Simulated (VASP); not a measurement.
# Hf2Si (I4/mcm) in VASP: notebook, part 2 of 2

VASP 6.6.1. Earlier steps stand in the parts before.

### Step 3. Relaxation of cell and atoms, LDA

File INCAR:

```
SYSTEM = Hf2Si
  PREC = Accurate
  ENCUT = 600
  EDIFF = 1E-7
  ISMEAR = 0
  SIGMA = 0.1
  LREAL = .FALSE.
  LASPH = .TRUE.
  NELM = 80
  ALGO = Normal
  ISIF = 3
  LWAVE = .FALSE.
  LCHARG = .FALSE.
  GGA = CA
  IBRION = 2
  NSW = 90
  EDIFFG = -0.005
```

File KPOINTS:

```
regular mesh
0
G
  10 10 10
  0 0 0
```

File POSCAR:

```
Hf2Si
1.0
   -3.2753522200      3.2753522200      2.5828233900
    3.2753522200     -3.2753522200      2.5828233900
    3.2753522200      3.2753522200     -2.5828233900
Hf Si
4 2
Direct
    0.3435136200      0.1564863800      0.5000000000
    0.8435136200      0.3435136200      0.1870272400
    0.6564863800      0.8435136200      0.5000000000
    0.1564863800      0.6564863800      0.8129727600
    0.2500000000      0.2500000000      0.0000000000
    0.7500000000      0.7500000000      0.0000000000
```

Potentials or basis: VASP PAW LDA potentials, release 64 (Hf_pv, Si).

On the command line:

```
$ cat potpaw_LDA.64/Hf_pv/POTCAR potpaw_LDA.64/Si/POTCAR > POTCAR
$ mpirun -np 1 vasp_std > vasp.out
```

OUTCAR:

```text
SYSTEM = Hf2Si
   PREC = Accurate
   ENCUT = 600
   EDIFF = 1E-7
   ISMEAR = 0
   LREAL = .FALSE.
   LASPH = .TRUE.
   NELM = 80
   ISIF = 3
   GGA = CA
   IBRION = 2
   NSW = 90
   EDIFFG = -0.005

 ion  position               nearest neighbor table
   1  0.344  0.156  0.500-   6 2.79   5 2.79   5 2.79   6 2.79   3 2.90   3 3.11   3 3.11   4 3.30
                             2 3.30   4 3.30   2 3.30   4 3.50   2 3.50   2 3.50   4 3.50
   2  0.844  0.344  0.187-   5 2.79   6 2.79   6 2.79   5 2.79   4 2.90   4 3.11   4 3.11   1 3.30
                             3 3.30   3 3.30   1 3.30   1 3.50   3 3.50   1 3.50   3 3.50
   3  0.656  0.844  0.500-   5 2.79   6 2.79   6 2.79   5 2.79   1 2.90   1 3.11   1 3.11   4 3.30
                             2 3.30   4 3.30   2 3.30   4 3.50   2 3.50   4 3.50   2 3.50
   4  0.156  0.656  0.813-   5 2.79   6 2.79   6 2.79   5 2.79   2 2.90   2 3.11   2 3.11   1 3.30
                             3 3.30   3 3.30   1 3.30   1 3.50   3 3.50   1 3.50   3 3.50
   5  0.250  0.250  0.000-   6 2.58   6 2.58   2 2.79   4 2.79   4 2.79   2 2.79   1 2.79   1 2.79
                             3 2.79   3 2.79
   6  0.750  0.750  0.000-   5 2.58   5 2.58   2 2.79   4 2.79   4 2.79   2 2.79   3 2.79   1 2.79
                             1 2.79   3 2.79

  LATTYP: Found a body centered tetragonal cell.
 ALAT       =     6.5507044400
 C/A-ratio  =     0.7885635549

  Lattice vectors:

 A1 = (  -3.2753522200,   3.2753522200,   2.5828233900)
 A2 = (   3.2753522200,  -3.2753522200,   2.5828233900)
 A3 = (   3.2753522200,   3.2753522200,  -2.5828233900)

Analysis of symmetry for initial positions (statically):
=====================================================================
 Subroutine PRICEL returns:
 Original cell was already a primitive cell.

 Routine SETGRP: Setting up the symmetry group for a
 body centered tetragonal supercell.

 Subroutine GETGRP returns: Found 16 space group operations
 (whereof  8 operations were pure point group operations)
 out of a pool of 16 trial point group operations.

The static configuration has the point symmetry C_4h.
 The point group associated with its full space group is D_4h.

Analysis of symmetry for dynamics (positions and initial velocities):
=====================================================================
 Subroutine PRICEL returns:
 Original cell was already a primitive cell.

 Routine SETGRP: Setting up the symmetry group for a
 body centered tetragonal supercell.

 Subroutine GETGRP returns: Found 16 space group operations
 (whereof  8 operations were pure point group operations)
 out of a pool of 16 trial point group operations.

The dynamic configuration has the point symmetry C_4h.
 The point group associated with its full space group is D_4h.

 Subroutine INISYM returns: Found 16 space group operations
 (whereof  8 operations are pure point group operations),
 and found     1 'primitive' translations

----------------------------------------------------------------------------------------

                                     Primitive cell

  volume of cell :     110.8334

  direct lattice vectors                    reciprocal lattice vectors
    -3.275352220  3.275352220  2.582823390     0.000000000  0.152655338  0.193586601
     3.275352220 -3.275352220  2.582823390     0.152655338  0.000000000  0.193586601
     3.275352220  3.275352220 -2.582823390     0.152655338  0.152655338  0.000000000

  length of vectors
[... 71 lines left out ...]
 [... further k-points ...]
   k-points           NKPTS =    102   k-points in BZ     NKDIM =    102   number of bands    NBANDS=     28
   number of dos      NEDOS =    301   number of ions     NIONS =      6
   total plane-waves  NPLWV =  74088
   dimension x,y,z NGX =    42 NGY =   42 NGZ =   42
   dimension x,y,z NGXF=    84 NGYF=   84 NGZF=   84
   ions per type =               4   2
   NGX,Y,Z   is equivalent  to a cutoff of  13.17, 13.17, 13.17 a.u.
   NGXF,Y,Z  is equivalent  to a cutoff of  26.33, 26.33, 26.33 a.u.
 SYSTEM =  Hf2Si
   PREC   = accura    normal or accurate (medium, high low for compatibility)
   ISTART =      0    job   : 0-new  1-cont  2-samecut
   ICHARG =      2    charge: 1-file 2-atom 10-const
   ISPIN  =      1    spin polarized calculation?
   LNONCOLLINEAR =      F non collinear calculations
   LSORBIT =      F    spin-orbit coupling
   LASPH  =      T    aspherical Exc in radial PAW
   ENCUT  =  600.0 eV  44.10 Ry    6.64 a.u.  10.59 10.59 10.59*2*pi/ulx,y,z
   NELM   =     80;   NELMIN=  2; NELMDL= -5     # of ELM steps
   EDIFF  = 0.1E-06   stopping-criterion for ELM
   LREAL  =      F    real-space projection
   EDIFFG = -.5E-02   stopping-criterion for IOM
   NSW    =     90    number of steps for IOM
   IBRION =      2    ionic relax: 0-MD 1-quasi-New 2-CG
   NFREE  =      1    steps in history (QN), initial steepest desc. (CG)
   ISIF   =      3    stress and relaxation
   ISYM   =      2    0-nonsym 1-usesym 2-fastsym
   POTIM  = 0.5000    time-step for ionic-motion
   TEBEG  =    0.0;   TEEND  =   0.0 temperature during run
   PSTRESS=    0.0 pullay stress
   NELECT =      48.0000    total number of electrons
   NUPDOWN=      -1.0000    fix difference up-down
   EMIN   =  10.00;   EMAX   =-10.00  energy-range for DOS
   EFERMI =   0.00;   METHOD = LEGACY
   ISMEAR =     0;   SIGMA  =   0.10  broadening in eV -4-tet -1-fermi 0-gaus
   EFERMI_NEDOS =   21; number of points for ismear=-14 and -15
   IALGO  =     38    algorithm
   IMIX   =      4    mixing-type and parameters
     AMIX     =   0.40;   BMIX     =  1.00
     AMIX_MAG =   1.60;   BMIX_MAG =  1.00
  volume/ion in A,a.u.               =      18.47       124.66
  Fermi-wavevector in a.u.,A,eV,Ry     =   1.238602  2.340618 20.873162  1.534134
  Thomas-Fermi vector in A             =   2.373120
   LORBIT       =      0    0 simple, 1 ext, 2 COOP (PROOUT), +10 PAW based schemes
   GGA     = CA    functional components
   LHFCALC =     F    Hartree Fock is set to
   AEXX    =    0.0000 exact exchange contribution
   IVDW    =     0    specifies the selected vdW correction
   LEPSILON=     F    determine dielectric tensor
   LRPA    =     F    only Hartree local field effects (RPA)
 conjugate gradient relaxation of ions
 non-spin polarized calculation
 Gauss-broadening in eV      SIGMA  =   0.10
  energy-cutoff  :      600.00
  volume of cell :      110.83
 maximum number of plane-waves:      3727
   NGX = 21   NGY = 21   NGZ = 21

--------------------------------------- Ionic step        1  -------------------------------------------

 number of electron      48.0000005 magnetization

 Free energy of the ion-electron system (eV)
  ---------------------------------------------------
  ext. energy  EPLUGINS =         0.00000000
  ---------------------------------------------------
  free energy    TOTEN  =       -59.38917091 eV

  energy without entropy =      -59.37726122  energy(sigma->0) =      -59.38321606

------------------------ aborting loop because EDIFF is reached ----------------------------------------

  FORCE on cell =-STRESS in cart. coord.  units (eV):
  Direction    XX          YY          ZZ          XY          YZ          ZX
  --------------------------------------------------------------------------------------
  -------------------------------------------------------------------------------------
  Total       -4.2946039     -4.2946039     -3.9143192      0.0000000     -0.0000000      0.0000000
  in kB      -62.0816108    -62.0816108    -56.5843192      0.0000000     -0.0000000      0.0000000
  external PRESSURE =     -60.2491803 kB  Pullay stress =       0.0000000 kB
[... 147 lines left out ...]
--------------------------------------- Ionic step        5  -------------------------------------------

 number of electron      47.9999999 magnetization

 Free energy of the ion-electron system (eV)
  ---------------------------------------------------
  ext. energy  EPLUGINS =         0.00000000
  ---------------------------------------------------
  free energy    TOTEN  =       -59.47708109 eV

  energy without entropy =      -59.46513215  energy(sigma->0) =      -59.47110662

 E-fermi :   6.3356     XC(G=0): -11.9037

 val. band max:        6.3353540847   @ k =   0.3000   0.2000   0.1000
 cond. band min:       6.3366046408   @ k =   0.5000   0.5000   0.5000
 fundamental gap:      0.0012505562
 Fermi energy:         6.3356259708

 k-point     1 :       0.0000    0.0000    0.0000
  band No.  band energies     occupation
      1     -23.7444      2.00000
      2     -23.7297      2.00000
      3     -23.5892      2.00000
      4     -23.5892      2.00000
      5     -23.5508      2.00000
      6     -23.5508      2.00000
[... 733 lines left out ...]
     27       8.2215      0.00000
     28       8.6746      0.00000

 [... further k-points ...]
[... 5 lines left out ...]
  --------------------------------------------------------------------------------------
  -------------------------------------------------------------------------------------
  Total        0.0104650      0.0104650      0.0189324      0.0000000      0.0000000      0.0000000
  in kB        0.1576953      0.1576953      0.2852888      0.0000000      0.0000000      0.0000000
  external PRESSURE =       0.2002264 kB  Pullay stress =       0.0000000 kB
[... 21 lines left out ...]
  FREE ENERGIE OF THE ION-ELECTRON SYSTEM (eV)
  ---------------------------------------------------
  free  energy   TOTEN  =       -59.4770810861 eV

  energy  without entropy=      -59.4651321514  energy(sigma->0) =      -59.47110662

 reached required accuracy - stopping structural energy minimisation
```

Run time: 19 min. Hardware: 1 thread of AMD EPYC 7R13 (Zen 3), shared host; peak memory 0.4 GiB.

Results:

| Property | Result |
| --- | --- |
| Free energy | -59.4771 eV |
| Relaxed volume | 17.72 Å³/atom |
| Relaxed cell | a = 5.229 Å, b = 5.229 Å, c = 5.229 Å, α = 103.80°, β = 103.80°, γ = 121.53° |
| Space group after relaxing (to 0.05 Å) | I4/mcm (No. 140) |
| Energy gained by relaxing | 14.7 meV/atom |
| Ionic steps | 5 |
| Pressure after relaxing | 0.0 GPa |
| Largest force after relaxing | 0.004 eV/Å |
| Band gap on the k mesh | none (metal or under the smearing width) |

Forces in eV/Å, atoms in the order of the input:
```
Hf   0.003 -0.003  0.000
Hf  -0.003 -0.003  0.000
Hf  -0.003  0.003  0.000
Hf   0.003  0.003  0.000
Si   0.000  0.000  0.000
Si   0.000  0.000  0.000
```

The path:
```csv
step,energy change (eV),largest force (eV/Å),pressure (GPa),volume (Å³)
1,0.0000,0.0302,-6.02,110.83
2,0.1137,0.0741,10.79,100.06
3,-0.0876,0.0020,-0.10,106.41
4,-0.0876,0.0013,0.03,106.32
5,-0.0879,0.0040,0.02,106.32
```

Final structure:
```
CELL_PARAMETERS angstrom
-3.22625 3.22625 2.55373
3.22625 -3.22625 2.55373
3.22625 3.22625 -2.55373
ATOMIC_POSITIONS crystal
Hf 0.34345 0.15655 0.50000
Hf 0.84345 0.34345 0.18689
Hf 0.65655 0.84345 0.50000
Hf 0.15655 0.65655 0.81311
Si 0.25000 0.25000 0.00000
Si 0.75000 0.75000 0.00000
```

Levels at points of the mesh, in eV from the Fermi level:
```tsv
k point	band 21	band 22	band 23	band 24	band 25	band 26	band 27	band 28
(0.00, 0.00, 0.00)	-1.29	-1.29	-1.01	-0.85	2.08	2.08	2.09	2.58
(0.50, 0.00, 0.00)	-0.75	-0.75	-0.55	-0.55	0.25	0.25	1.98	1.98
(0.50, 0.50, 0.00)	-1.46	-1.11	-0.58	-0.35	1.30	1.37	1.67	2.18
(0.50, 0.50, 0.50)	-0.94	-0.47	0.00	0.32	0.36	0.36	1.32	1.41
```
